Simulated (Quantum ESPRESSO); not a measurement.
# Rh (Fm-3m) in Quantum ESPRESSO: further runs

The runs below take Rh through single point, equation of state, with rev-vdW-DF2.

All numbers are computed with Quantum ESPRESSO 7.5; they aren't measurements. Logs are shortened: lines on timing, memory, paths and dates and some standing lists are left out, and cuts for length are marked.

**Experimental background.**

From “Thermal equation of state of rhodium characterized by XRD in a resistively heated diamond anvil cell”, 2024, pmc:11535440, for a bulk crystal of Rh: bulk modulus 264 ± 1 GPa.

The runs below are set against these values where they give the same quantity.

### 1 The crystal as given

It takes space group Fm-3m (No. 225, cubic). The conventional cell has a = 3.796 Å, b = 3.796 Å, c = 3.796 Å, α = 90.00°, β = 90.00°, γ = 90.00°. Rh (site symmetry m-3m) has 12 Rh at 2.68 Å as nearest neighbours.

### 2 Single point, rev-vdW-DF2, 12.85 Å³/atom

The input, pw.in:

```
&CONTROL
  calculation = 'scf'
  prefix = 'pwscf'
  outdir = './tmp'
  pseudo_dir = './pseudo'
  tprnfor = .true.
  tstress = .true.
  disk_io = 'nowf'
/
&SYSTEM
  ibrav = 0
  nat = 1
  ntyp = 1
  ecutwfc = 88
  nbnd = 15
  input_dft = 'vdw-df2-b86r'
  occupations = 'smearing'
  smearing = 'fd'
  degauss = 0.00367493
/
&ELECTRONS
  conv_thr = 2d-10
  electron_maxstep = 120
  mixing_beta = 0.5
/
ATOMIC_SPECIES
Rh   102.9055 Rh.upf
CELL_PARAMETERS angstrom
   0.0000000000    1.8591074964    1.8591074964
   1.8591074964    0.0000000000    1.8591074964
   1.8591074964    1.8591074964    0.0000000000
ATOMIC_POSITIONS crystal
Rh     0.0000000000    0.0000000000    0.0000000000
K_POINTS automatic
12 12 12 0 0 0
```

Potentials or basis: PseudoDojo 0.4.1 SR PBE standard.

Command:

```console
OMP_NUM_THREADS=1 pw.x -in pw.in > pw.out
```

pw.out:

```text
This program is part of the open-source Quantum ESPRESSO suite
     for quantum simulation of materials; please cite
         "P. Giannozzi et al., J. Phys.:Condens. Matter 21 395502 (2009);
         "P. Giannozzi et al., J. Phys.:Condens. Matter 29 465901 (2017);
         "P. Giannozzi et al., J. Chem. Phys. 152 154105 (2020);
     in publications or presentations arising from this work. More details at

     IMPORTANT: XC functional enforced from input :
     Exchange-correlation= VDW-DF2-B86R
                           (   1   4  26   0   2   0   0)
     Any further DFT definition will be discarded
     Please, verify this is what you really want

     Message from routine setup:
     using ibrav=0 with symmetry is DISCOURAGED, use correct ibrav instead

     G-vector sticks info
     --------------------
     sticks:   dense  smooth     PW     G-vecs:    dense   smooth      PW
     Sum         595     595    199                 9721     9721    1759

     Using Slab Decomposition

     bravais-lattice index     =            0
     lattice parameter (alat)  =       4.9684  a.u.
     unit-cell volume          =      86.7242 (a.u.)^3
     number of atoms/cell      =            1
     number of atomic types    =            1
     number of electrons       =        17.00
     number of Kohn-Sham states=           15
     kinetic-energy cutoff     =      88.0000  Ry
     charge density cutoff     =     352.0000  Ry
     scf convergence threshold =      2.0E-10
     mixing beta               =       0.5000
     number of iterations used =            8  plain     mixing
     Exchange-correlation= VDW-DF2-B86R
                           (   1   4  26   0   2   0   0)

     celldm(1)=   4.968421  celldm(2)=   0.000000  celldm(3)=   0.000000
     celldm(4)=   0.000000  celldm(5)=   0.000000  celldm(6)=   0.000000

     crystal axes: (cart. coord. in units of alat)
               a(1) = (   0.000000   0.707107   0.707107 )
               a(2) = (   0.707107   0.000000   0.707107 )
               a(3) = (   0.707107   0.707107   0.000000 )

     reciprocal axes: (cart. coord. in units 2 pi/alat)
               b(1) = ( -0.707107  0.707107  0.707107 )
               b(2) = (  0.707107 -0.707107  0.707107 )
               b(3) = (  0.707107  0.707107 -0.707107 )

     PseudoPot. # 1 for Rh read from file:
     Rh.upf
     Pseudo is Norm-conserving + core correction, Zval = 17.0
     Generated using ONCVPSP code by D. R. Hamann
     Using radial grid of 1568 points,  6 beta functions with:
                l(1) =   0
                l(2) =   0
                l(3) =   1
                l(4) =   1
                l(5) =   2
                l(6) =   2

[... 91 lines left out ...]
     %%%%%%%%%%%%%%%%%%%%%%%%%%%%%%%%%%%%%%%%%%%%%%%%%%%%%%%%%%%%%%%%%%%%%%%%
     %                                                                      %
     % You are using vdW-DF, which was implemented by the Thonhauser group. %
     % Please cite the following two papers that made this development      %
     % possible and the two reviews that describe the various versions:     %
     %                                                                      %
     %   T. Thonhauser et al., PRL 115, 136402 (2015).                      %
     %   T. Thonhauser et al., PRB 76, 125112 (2007).                       %
     %   K. Berland et al., Rep. Prog. Phys. 78, 066501 (2015).             %
     %   D.C. Langreth et al., J. Phys.: Condens. Matter 21, 084203 (2009). %
     %                                                                      %
     % If you are calculating stress with vdW-DF, please also cite:         %
     %                                                                      %
     %   R. Sabatini et al., J. Phys.: Condens. Matter 24, 424209 (2012).   %
     %                                                                      %
     %%%%%%%%%%%%%%%%%%%%%%%%%%%%%%%%%%%%%%%%%%%%%%%%%%%%%%%%%%%%%%%%%%%%%%%%

     %%%%%%%%%%%%%%%%%%%%%%%%%%%%%%%%%%%%%%%%%%%%%%%%%%%%%%%%%%%%%%%%%%%%%%%%
     %                                                                      %
     %  vdW-DF NEWS:                                                        %
     %                                                                      %
     %  * vdW-DF3 is now available. DOI: 10.1021/acs.jctc.0c00471           %
     %    use with input_dft = 'vdW-DF3-opt1' or 'vdW-DF3-opt2'             %
     %                                                                      %
     %  * Unscreened and range-separated hybrid vdW-DF-cx functionals       %
     %    DOI: 10.1063/1.4986522 and 10.1088/1361-648X/ac2ad2               %
     %    use with input_dft = 'vdW-DF-cx0'    and 'vdW-DF-ahcx'            %
     %  * Unscreened and range-separated hybrid vdW-DF2-b86r functionals    %
     %    DOI: 10.1063/1.4986522 and DOI: 10.1103/PhysRevX.12.041003        %
     %    use with input_dft = 'vdW-DF2-br0' and 'vdW-DF2-ahbr'             %
     %                                                                      %
     %%%%%%%%%%%%%%%%%%%%%%%%%%%%%%%%%%%%%%%%%%%%%%%%%%%%%%%%%%%%%%%%%%%%%%%%

     Starting wfcs are   10 randomized atomic wfcs +    5 random wfcs

     Self-consistent Calculation

     iteration #  1     ecut=    88.00 Ry     beta= 0.50
     Davidson diagonalization with overlap
     ethr =  1.00E-02,  avg # of iterations =  4.4

     Threshold (ethr) on eigenvalues was too large:
     Diagonalizing with lowered threshold

     Davidson diagonalization with overlap
     ethr =  6.78E-04,  avg # of iterations =  1.1

     total energy              =    -234.55959906 Ry
     estimated scf accuracy    <       0.11572620 Ry
[... 50 lines left out ...]
     iteration #  9     ecut=    88.00 Ry     beta= 0.50
     Davidson diagonalization with overlap
     ethr =  4.68E-12,  avg # of iterations =  2.0

     End of self-consistent calculation

          k = 0.0000 0.0000 0.0000 (  1243 PWs)   bands (ev):

   -54.4902 -21.8728 -21.8728 -21.8728  16.1475  21.1308  21.1308  21.1308
    23.4544  23.4544  40.7857  46.5138  46.5138  46.5138  52.5418
[... 308 lines left out ...]
   -54.2914 -22.5838 -22.4150 -22.1617  18.6147  19.3823  21.9428  23.6433
    25.2030  33.1925  33.9462  37.3605  40.6700  47.7846  53.7406

          k =-0.7071 0.1179-0.0000 (  1204 PWs)   bands (ev):

   -54.2882 -22.7115 -22.2486 -22.2145  17.8655  18.2518  24.1405  24.7605
    25.6795  29.7402  37.3307  38.0021  38.2889  49.1539  50.1451

          k =-0.2357-0.4714 0.7071 (  1216 PWs)   bands (ev):
[... 36 lines left out ...]
   -54.2879 -22.4831 -22.4831 -22.2227  19.0089  20.3732  20.3732  23.2012
    25.6824  34.7817  34.7817  36.4975  37.9994  51.2546  51.2546

     the Fermi energy is    24.5942 ev

!    total energy              =    -234.58932558 Ry
     estimated scf accuracy    <          1.9E-12 Ry
     smearing contrib. (-TS)   =      -0.00054415 Ry
     internal energy E=F+TS    =    -234.58878144 Ry

     The total energy is F=E-TS. E is the sum of the following terms:
     one-electron contribution =     -43.84244613 Ry
     hartree contribution      =      35.76183823 Ry
     xc contribution           =     -37.93029167 Ry
     ewald contribution        =    -188.57788186 Ry

     convergence has been achieved in   9 iterations

     Forces acting on atoms (cartesian axes, Ry/au):

     atom    1 type  1   force =     0.00000000    0.00000000    0.00000000

     Total force =     0.000000     Total SCF correction =     0.000000

     Computing stress (Cartesian axis) and pressure

          total   stress  (Ry/bohr**3)                   (kbar)     P=      238.25
   0.00161959   0.00000000  -0.00000000          238.25        0.00       -0.00
   0.00000000   0.00161959   0.00000000            0.00      238.25        0.00
   0.00000000   0.00000000   0.00161959            0.00        0.00      238.25

=------------------------------------------------------------------------------=
   JOB DONE.
=------------------------------------------------------------------------------=
```

Run time: 93 s. Hardware: 1 thread of Intel Xeon Platinum 8259CL at 2.50GHz (Skylake/Cascade Lake), shared host; peak memory 0.08 GiB.

Results:

```yaml
Free_energy: -3191.7504 eV
Pressure: 23.8 GPa
Band_gap_on_the_k_mesh: none (metal or under the smearing width)
```

Caveat: the potentials were made for another functional, which shifts forces and pressure.

### 3 Single point, rev-vdW-DF2, 13.12 Å³/atom

Edit pw.in of step 2 so:

```diff
@@ -28,5 +28,5 @@
 CELL_PARAMETERS angstrom
-   0.0000000000    1.8591074964    1.8591074964
-   1.8591074964    0.0000000000    1.8591074964
-   1.8591074964    1.8591074964    0.0000000000
+   0.0000000000    1.8722002341    1.8722002341
+   1.8722002341    0.0000000000    1.8722002341
+   1.8722002341    1.8722002341    0.0000000000
 ATOMIC_POSITIONS crystal
```

Potentials or basis: PseudoDojo 0.4.1 SR PBE standard.

Command:

```console
OMP_NUM_THREADS=1 pw.x -in pw.in > pw.out
```

It took 93 s on 1 thread of Intel Xeon Platinum 8259CL at 2.50GHz (Skylake/Cascade Lake), shared host; peak memory 0.08 GiB.

Results (log left out):

```yaml
Free_energy: -3191.7845 eV
Pressure: 16.0 GPa
Band_gap_on_the_k_mesh: none (metal or under the smearing width)
```

Caveat: the potentials were made for another functional, which shifts forces and pressure.

### 4 Single point, rev-vdW-DF2, 13.40 Å³/atom

Edit pw.in of step 3 so:

```diff
@@ -28,5 +28,5 @@
 CELL_PARAMETERS angstrom
-   0.0000000000    1.8722002341    1.8722002341
-   1.8722002341    0.0000000000    1.8722002341
-   1.8722002341    1.8722002341    0.0000000000
+   0.0000000000    1.8851123679    1.8851123679
+   1.8851123679    0.0000000000    1.8851123679
+   1.8851123679    1.8851123679    0.0000000000
 ATOMIC_POSITIONS crystal
```

Command:

```console
OMP_NUM_THREADS=1 pw.x -in pw.in > pw.out
```

Wall time 90 s (1 thread of Intel Xeon Platinum 8259CL at 2.50GHz (Skylake/Cascade Lake), shared host); peak memory 0.08 GiB.

Results (log left out):

| Quantity | Value |
| --- | --- |
| Free energy | -3191.8059 eV |
| Pressure | 9.0 GPa |
| Band gap on the k mesh | none (metal or under the smearing width) |

Caveat: the potentials were made for another functional, which shifts forces and pressure.

### 5 Single point, rev-vdW-DF2, 13.67 Å³/atom

Edit pw.in of step 4 so:

```diff
@@ -28,5 +28,5 @@
 CELL_PARAMETERS angstrom
-   0.0000000000    1.8851123679    1.8851123679
-   1.8851123679    0.0000000000    1.8851123679
-   1.8851123679    1.8851123679    0.0000000000
+   0.0000000000    1.8978500000    1.8978500000
+   1.8978500000    0.0000000000    1.8978500000
+   1.8978500000    1.8978500000    0.0000000000
 ATOMIC_POSITIONS crystal
```

Command:

```console
OMP_NUM_THREADS=1 pw.x -in pw.in > pw.out
```

Wall time 90 s (1 thread of Intel Xeon Platinum 8259CL at 2.50GHz (Skylake/Cascade Lake), shared host); peak memory 0.08 GiB.

Results (log left out):

```yaml
Free_energy: -3191.8162 eV
Pressure: 2.9 GPa
Band_gap_on_the_k_mesh: none (metal or under the smearing width)
```

Caveat: the potentials were made for another functional, which shifts forces and pressure.

### 6 Single point, rev-vdW-DF2, 13.94 Å³/atom

Edit pw.in of step 5 so:

```diff
@@ -28,5 +28,5 @@
 CELL_PARAMETERS angstrom
-   0.0000000000    1.8978500000    1.8978500000
-   1.8978500000    0.0000000000    1.8978500000
-   1.8978500000    1.8978500000    0.0000000000
+   0.0000000000    1.9104189093    1.9104189093
+   1.9104189093    0.0000000000    1.9104189093
+   1.9104189093    1.9104189093    0.0000000000
 ATOMIC_POSITIONS crystal
```

Potentials or basis: PseudoDojo 0.4.1 SR PBE standard.

Command:

```console
OMP_NUM_THREADS=1 pw.x -in pw.in > pw.out
```

Wall time 91 s (1 thread of Intel Xeon Platinum 8259CL at 2.50GHz (Skylake/Cascade Lake), shared host); peak memory 0.08 GiB.

Results (log left out):

| Property | Result |
| --- | --- |
| Free energy | -3191.8167 eV |
| Pressure | -2.6 GPa |
| Band gap on the k mesh | none (metal or under the smearing width) |

Caveat: the potentials were made for another functional, which shifts forces and pressure.

### 7 Single point, rev-vdW-DF2, 14.22 Å³/atom

Edit pw.in of step 6 so:

```diff
@@ -28,5 +28,5 @@
 CELL_PARAMETERS angstrom
-   0.0000000000    1.9104189093    1.9104189093
-   1.9104189093    0.0000000000    1.9104189093
-   1.9104189093    1.9104189093    0.0000000000
+   0.0000000000    1.9228245745    1.9228245745
+   1.9228245745    0.0000000000    1.9228245745
+   1.9228245745    1.9228245745    0.0000000000
 ATOMIC_POSITIONS crystal
```

Command:

```console
OMP_NUM_THREADS=1 pw.x -in pw.in > pw.out
```

Wall time 91 s (1 thread of Intel Xeon Platinum 8259CL at 2.50GHz (Skylake/Cascade Lake), shared host); peak memory 0.08 GiB.

The run converged. Its results:

```
Free energy            : -3191.8083 eV
Pressure               : -7.4 GPa
Band gap on the k mesh : none (metal or under the smearing width)
```

Caveat: the potentials were made for another functional, which shifts forces and pressure.

### 8 Single point, rev-vdW-DF2, 14.49 Å³/atom

Edit pw.in of step 7 so:

```diff
@@ -28,5 +28,5 @@
 CELL_PARAMETERS angstrom
-   0.0000000000    1.9228245745    1.9228245745
-   1.9228245745    0.0000000000    1.9228245745
-   1.9228245745    1.9228245745    0.0000000000
+   0.0000000000    1.9350721950    1.9350721950
+   1.9350721950    0.0000000000    1.9350721950
+   1.9350721950    1.9350721950    0.0000000000
 ATOMIC_POSITIONS crystal
```

Command:

```console
OMP_NUM_THREADS=1 pw.x -in pw.in > pw.out
```

Wall time 91 s (1 thread of Intel Xeon Platinum 8259CL at 2.50GHz (Skylake/Cascade Lake), shared host); peak memory 0.08 GiB.

Results (log left out):

- Free energy: -3191.7923 eV
- Pressure: -11.6 GPa
- Band gap on the k mesh: none (metal or under the smearing width)

Caveat: the potentials were made for another functional, which shifts forces and pressure.

### 9 Equation of state, rev-vdW-DF2

Potentials or basis: PseudoDojo 0.4.1 SR PBE standard.

This step only gathers the single runs of the series.

What came out:

```
Equilibrium volume                      : 13.82 Å³/atom
Bulk modulus                            : 274 GPa
Pressure derivative of the bulk modulus : 5.2
```

Energy against volume, from the lowest point:
| volume (Å³/atom) | energy (meV/atom) |
| --- | --- |
| 12.851 | 66.28 |
| 13.125 | 32.18 |
| 13.398 | 10.72 |
| 13.671 | 0.42 |
| 13.945 | 0.00 |
| 14.218 | 8.33 |
| 14.492 | 24.39 |

Caveat: the potentials were made for another functional, which shifts forces and pressure.

### 10 Comparison with measurements

Step 9. A measured bulk modulus of Rh is 264 GPa (quoted in “Thermal equation of state of rhodium characterized by XRD in a resistively heated diamond anvil cell”, 2024, pmc:11535440); the calculated 274 GPa misses it by +3.6 %. The fit is for a static lattice scaled at fixed shape and fixed fractional positions.
